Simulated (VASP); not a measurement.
# H (P-1) in VASP: single point with PBE

Aim: the single point of H with PBE.

Everything below comes from runs of VASP 6.6.1. Logs are shortened: lines on timing, memory, paths and dates and some standing lists are left out, and cuts for length are marked.

### Step 1. The cell of the first run

The typed cell holds 2 atoms: a = 1.933 Å, b = 1.907 Å, c = 1.905 Å, α = 89.36°, β = 88.27°, γ = 118.70°.

The real solid is made of molecules; this cell is a model form.

### Step 2. Single point, PBE (equal xy, yz and zx shear strains of +3 %)

Contents of INCAR:

```
SYSTEM = H
PREC     = Accurate       ! precision mode
ENCUT    = 520            ! plane-wave cutoff, eV
EDIFF    = 1E-6           ! SCF threshold, eV
ISMEAR   = -1             ! smearing method
SIGMA    = 0.05           ! smearing width, eV
LREAL    = .False.        ! projectors in reciprocal space
LASPH    = .True.         ! aspherical terms in the spheres
NELM     = 60             ! most SCF steps
ALGO     = Normal         ! electronic algorithm
ISIF     = 2              ! what is computed and relaxed
LWAVE    = .False.        ! write WAVECAR
LCHARG   = .False.        ! write CHGCAR
GGA      = PE             ! functional
NBANDS   = 8              ! bands
```

Contents of KPOINTS:

```
Automatic mesh
0
Gamma
  17 17 9
  0 0 0
```

Contents of POSCAR:

```
H
1.0
    1.9322960424      0.0289844406      0.0289844406
   -0.9410467593      1.6589252401      0.0106090416
    0.0285706820      0.0285706820      1.9047121369
H
2
Direct
    0.3333333333      0.6666666667      0.2500000000
    0.6666666667      0.3333333333      0.7500000000
```

Potentials or basis: VASP PAW PBE potentials, release 64 (H).

Launch:

```console
$ cat potpaw_PBE.64/H/POTCAR > POTCAR
$ mpirun -np 1 vasp_std > vasp.out
```

OUTCAR:

```text
SYSTEM = H
   PREC = Accurate
   ENCUT = 520
   EDIFF = 1E-6
   ISMEAR = -1
   LREAL = .False.
   LASPH = .True.
   NELM = 60
   ISIF = 2
   GGA = PE

 ion  position               nearest neighbor table
   1  0.333  0.667  0.250-
   2  0.667  0.333  0.750-

  LATTYP: Found a triclinic cell.
 ALAT       =     3.3475878740
 B/A-ratio  =     0.5697473580
 C/A-ratio  =     0.5691084807
 COS(alpha) =     0.0112057054
 COS(beta)  =     0.0302114048
 COS(gamma) =     0.8622746762

  Lattice vectors:

 A1 = (   0.0502025238,   3.3468349208,   0.0502025238)
 A2 = (  -0.9410467593,   1.6589252401,   0.0106090416)
 A3 = (   0.0285706820,   0.0285706820,   1.9047121369)

Analysis of symmetry for initial positions (statically):
=====================================================================
 Subroutine PRICEL returns:
 Original cell was already a primitive cell.

 Routine SETGRP: Setting up the symmetry group for a
 triclinic supercell.

 Subroutine GETGRP returns: Found  2 space group operations
 (whereof  2 operations were pure point group operations)
 out of a pool of  2 trial point group operations.

The static configuration has the point symmetry S_2 .

Analysis of symmetry for dynamics (positions and initial velocities):
=====================================================================
 Subroutine PRICEL returns:
 Original cell was already a primitive cell.

 Routine SETGRP: Setting up the symmetry group for a
 triclinic supercell.

 Subroutine GETGRP returns: Found  2 space group operations
 (whereof  2 operations were pure point group operations)
 out of a pool of  2 trial point group operations.

The dynamic configuration has the point symmetry S_2 .

 Subroutine INISYM returns: Found  2 space group operations
 (whereof  2 operations are pure point group operations),
 and found     1 'primitive' translations

----------------------------------------------------------------------------------------

                                     Primitive cell

  volume of cell :       6.1548

  direct lattice vectors                    reciprocal lattice vectors
     1.932296042  0.028984441  0.028984441     0.513331017  0.291270829 -0.012069028
[... 71 lines left out ...]
   dimension x,y,z NGX =    14 NGY =   14 NGZ =   14
   dimension x,y,z NGXF=    28 NGYF=   28 NGZF=   28
   ions per type =               2
   NGX,Y,Z   is equivalent  to a cutoff of  12.04, 12.20, 12.22 a.u.
   NGXF,Y,Z  is equivalent  to a cutoff of  24.08, 24.41, 24.43 a.u.
 SYSTEM =  H
   PREC   = accura    normal or accurate (medium, high low for compatibility)
   ISTART =      0    job   : 0-new  1-cont  2-samecut
   ICHARG =      2    charge: 1-file 2-atom 10-const
   ISPIN  =      1    spin polarized calculation?
   LNONCOLLINEAR =      F non collinear calculations
   LSORBIT =      F    spin-orbit coupling
   LASPH  =      T    aspherical Exc in radial PAW
   ENCUT  =  520.0 eV  38.22 Ry    6.18 a.u.   3.59  3.55  3.54*2*pi/ulx,y,z
   NELM   =     60;   NELMIN=  2; NELMDL= -5     # of ELM steps
   EDIFF  = 0.1E-05   stopping-criterion for ELM
   LREAL  =      F    real-space projection
[... 7 lines left out ...]
   TEBEG  =    0.0;   TEEND  =   0.0 temperature during run
   PSTRESS=    0.0 pullay stress
   NELECT =       2.0000    total number of electrons
   NUPDOWN=      -1.0000    fix difference up-down
   EMIN   =  10.00;   EMAX   =-10.00  energy-range for DOS
   EFERMI =   0.00;   METHOD = LEGACY
   ISMEAR =    -1;   SIGMA  =   0.05  broadening in eV -4-tet -1-fermi 0-gaus
   EFERMI_NEDOS =   21; number of points for ismear=-14 and -15
   IALGO  =     38    algorithm
   IMIX   =      4    mixing-type and parameters
     AMIX     =   0.40;   BMIX     =  1.00
     AMIX_MAG =   1.60;   BMIX_MAG =  1.00
  volume/ion in A,a.u.               =       3.08        20.77
  Fermi-wavevector in a.u.,A,eV,Ry     =   1.125501  2.126888 17.235210  1.266752
  Thomas-Fermi vector in A             =   2.262178
   LORBIT       =      0    0 simple, 1 ext, 2 COOP (PROOUT), +10 PAW based schemes
   GGA     = PE    functional components
   LHFCALC =     F    Hartree Fock is set to
   AEXX    =    0.0000 exact exchange contribution
   IVDW    =     0    specifies the selected vdW correction
   LEPSILON=     F    determine dielectric tensor
   LRPA    =     F    only Hartree local field effects (RPA)
 non-spin polarized calculation
  energy-cutoff  :      520.00
  volume of cell :        6.15
 maximum number of plane-waves:       178
   NGX =  7   NGY =  7   NGZ =  7

 number of electron       2.0000000 magnetization

 Free energy of the ion-electron system (eV)
  ---------------------------------------------------
  ext. energy  EPLUGINS =         0.00000000
  ---------------------------------------------------
  free energy    TOTEN  =        -4.54376923 eV

  energy without entropy =       -4.54194805  energy(sigma->0) =       -4.54285864

 E-fermi :   2.7467     XC(G=0): -10.8856

 val. band max:        2.7302169598   @ k =   0.2353   0.0588   0.4444
 cond. band min:       2.7469926606   @ k =  -0.4118   0.4118   0.4444
 fundamental gap:      0.0167757008
 Fermi energy:         2.7467219161

 k-point     1 :       0.0000    0.0000    0.0000
  band No.  band energies     occupation
      1     -13.4778      2.00000
      2      19.4501      0.00000
      3      30.8862      0.00000
      4      38.7785      0.00000
      5      40.3435      0.00000
      6      41.6697      0.00000
      7      42.9339      0.00000
      8      44.0886      0.00000
[... 243 lines left out ...]
 k-point    24 :      -0.1765    0.0588   -0.0000
  band No.  band energies     occupation
      1     -12.2485      2.00000
      2      17.7188      0.00000
      3      29.4492      0.00000
      4      32.1342      0.00000
      5      33.5145      0.00000
      6      40.7245      0.00000
      7      45.5967      0.00000
      8      56.1925      0.00000

 [... further k-points ...]
[... 5 lines left out ...]
  --------------------------------------------------------------------------------------
  -------------------------------------------------------------------------------------
  Total       -0.0440361     -0.0398529      0.0545520     -0.0114378      0.1385161      0.1504772
  in kB      -11.4631049    -10.3741797     14.2005157     -2.9773896     36.0573442     39.1709544
  external PRESSURE =      -2.5455897 kB  Pullay stress =       0.0000000 kB

 VOLUME and BASIS-vectors are now :
 -----------------------------------------------------------------------------
  energy-cutoff  :      520.00
  volume of cell :        6.15
      direct lattice vectors                 reciprocal lattice vectors
     1.932296042  0.028984441  0.028984441     0.513331017  0.291270829 -0.012069028
    -0.941046759  1.658925240  0.010609042    -0.008835141  0.597844573 -0.008835141
     0.028570682  0.028570682  1.904712137    -0.007762265 -0.007762265  0.525246586

 POSITION                                       TOTAL-FORCE (eV/Angst)
 -----------------------------------------------------------------------------------
      0.02388      1.12275      0.49291         0.035760     -0.007119     -0.009524
      0.99594      0.59373      1.45139        -0.035760      0.007119      0.009524
 -----------------------------------------------------------------------------------
    total drift:                               -0.000000      0.000000      0.000000

  FREE ENERGIE OF THE ION-ELECTRON SYSTEM (eV)
  ---------------------------------------------------
  free  energy   TOTEN  =        -4.5437692280 eV

  energy  without entropy=       -4.5419480512  energy(sigma->0) =       -4.54285864
```

stdout:

```text
POSCAR found type information on POSCAR H
 POSCAR found :  1 types and       2 ions
 scaLAPACK will be used
 LDA part: xc-table for (Slater+PW92), standard interpolation
 POSCAR, INCAR and KPOINTS ok, starting setup
 FFT: planning ... GRIDC
 FFT: planning ... GRID_SOFT
 FFT: planning ... GRID
 WAVECAR not read
 entering main loop
```

Wall time 13 s (1 thread of Intel Xeon Platinum 8488C (Sapphire Rapids), shared host); peak memory 0.14 GiB.

Results:

- Free energy: -4.5438 eV
- Pressure: -0.3 GPa
- Largest force: 0.038 eV/Å
- Band gap on the k mesh: none (metal or under the smearing width)

Forces in eV/Å, atoms in the order of the input:
```
H    0.036 -0.007 -0.010
H   -0.036  0.007  0.010
```

Caveat: the k mesh is coarse (spacing up to 0.37 Å⁻¹), so the values aren't converged.
